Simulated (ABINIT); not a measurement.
Runs of ABINIT 10.8.3 (patched build) on NbAs. The structure is tetragonal, space group I4_1md (No. 109). The conventional cell has a = 3.452 Å, b = 3.452 Å, c = 11.680 Å, α = 90.00°, β = 90.00°, γ = 90.00°. Nb (site symmetry 2mm) has 6 As at 2.60 to 2.63 Å as nearest neighbours. As (site symmetry 2mm) is surrounded by 6 Nb at 2.60 to 2.63 Å. 

```csv
task,level,potentials or basis,k mesh,cutoff (eV),fine-grid cutoff,bands in the sums,broadening (eV),scissor shift (eV),tensor components,gap on the mesh (eV),pressure (GPa),largest force (eV/Å)
positron lifetime,LDA,JTH PAW LDA v2.0,8 × 8 × 8,435,870.764 eV,-,-,-,-,none,-5.8,(b)
single point,LDA,PseudoDojo NC SR LDA v0.4.1 standard,8 × 8 × 8,1088,-,-,-,-,-,none,-5.7,0.27
optical spectrum,LDA,PseudoDojo NC SR LDA v0.4.1 standard,12 × 12 × 12,1088,-,36,0.15,0,"[11, 33]",none,-5.7,0.27
positron lifetime,PBEsol,JTH PAW PBE v2.0,8 × 8 × 8,435,870.764 eV,-,-,-,-,none,(a),0.29
single point,PBEsol,PseudoDojo NC SR PBEsol v0.4.1 standard,8 × 8 × 8,1034,-,-,-,-,-,none,-3.5,0.29
positron lifetime,PBE,JTH PAW PBE v2.0,8 × 8 × 8,435,870.764 eV,-,-,-,-,none,3.0,0.30
single point,PBE,PseudoDojo NC SR PBE v0.4.1 standard,8 × 8 × 8,1088,-,-,-,-,-,none,3.3,0.30
single point,PBE,JTH PAW PBE v2.0,8 × 8 × 8,435,870.764 eV,-,-,-,-,none,3.0,0.30
```

Alike in all rows: no spin polarisation; cell as given; smearing fermi-dirac 0.05 eV.

Task: Estimate the missing entries.

Result: (a) -2.5; (b) 0.28.

Caveats: the PAW basis is incomplete for the positron (some runs); the intraband (Drude) term is left out (some runs); spectra need much finer meshes, so this one isn't converged (some runs); the PAW data sets were made with another functional, which shifts forces and pressure a little (some runs).

A k mesh can miss the band edges, and the runs leave out spin-orbit coupling on As, Nb.

A gap of «none» marks a metal or a gap under the smearing width.

Not every run made on this cell is shown here.
